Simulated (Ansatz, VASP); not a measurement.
## SiC in VASP and in Ansatz

```
Si C
1.0
     3.12255    0.00000    0.00000
    -1.56128    2.70421    0.00000
     0.00000    0.00000    5.12454
Si C
2 2
Direct
  0.33333 0.66667 0.49958
  0.66667 0.33333 0.99958
  0.33333 0.66667 0.87542
  0.66667 0.33333 0.37542
```

Alike in both runs: task single point; functional PBE; k mesh 9 × 9 × 4; no spin polarisation.

|  | VASP | Ansatz |
| --- | --- | --- |
| version | VASP 6.6.1 | Ansatz 0.2.0 |
| potentials or method | VASP PAW PBE potentials, release 64 (Si, C) | plane waves, PAW |
| plane-wave cutoff (eV) | 520 | 420 |
| occupations | gaussian, width 0.01 eV | fixed |
| valence electrons in the cell | 16 | 16 |

```csv
,VASP,Ansatz,Ansatz less VASP
gap on the k mesh at the Fermi level (eV),2.35,2.36,+0.003
pressure (GPa),-6.0,-5.9,+0.04
largest component of the traceless stress (GPa),0.09,0.08,-0.005
rms of the force components (eV/Å),0.004,0.004,0.0000
```

Atom by atom the forces differ by 0.000 eV/Å (rms over components).

Caveats: an odd mesh through Γ misses points on the zone boundary, where band edges often lie. Expect the measured gap to be larger: semilocal functionals such as PBE lack the derivative discontinuity.
